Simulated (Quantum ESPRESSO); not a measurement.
## PbO2: equation of state with PBE

Crystal: PbO2.

```
CELL_PARAMETERS angstrom
4.99496 0.00000 0.00000
0.00000 4.99496 0.00000
0.00000 0.00000 3.40900
ATOMIC_POSITIONS crystal
Pb 0.50000 0.50000 0.50000
Pb 0.00000 0.00000 0.00000
O 0.69257 0.69257 0.00000
O 0.80743 0.19257 0.50000
O 0.19257 0.80743 0.50000
O 0.30743 0.30743 0.00000
```

The cell is a database's computed one.

```
Program             : Quantum ESPRESSO 7.5
Task                : equation of state
Functional          : PBE
Potentials or basis : SSSP 1.3 efficiency PBE
Cutoff              : 748 eV
Density cutoff      : 5987 eV
k mesh              : 6 × 6 × 8
Occupations         : fermi-dirac, width 0.05 eV
Spin                : no spin polarisation
```

The equilibrium volume is 14.92 Å³/atom, the bulk modulus at fixed shape and positions is 120 GPa and the pressure derivative of the bulk modulus is 5.3.

Energy against volume, from the lowest point:
| volume (Å³/atom) | energy (meV/atom) |
| --- | --- |
| 13.325 | 80.58 |
| 13.609 | 52.06 |
| 13.892 | 30.55 |
| 14.176 | 15.25 |
| 14.459 | 5.45 |
| 14.743 | 0.55 |
| 15.026 | 0.00 |

All runs of the series together: 11 min on 2 threads of Arm Neoverse V2, on a shared host.

Caveat: the cell was scaled at fixed shape and fractional positions, which overstates the stiffness of a crystal with free parameters, most of all of layers and chains. The run has no spin-orbit coupling, so splittings on Pb are missing.
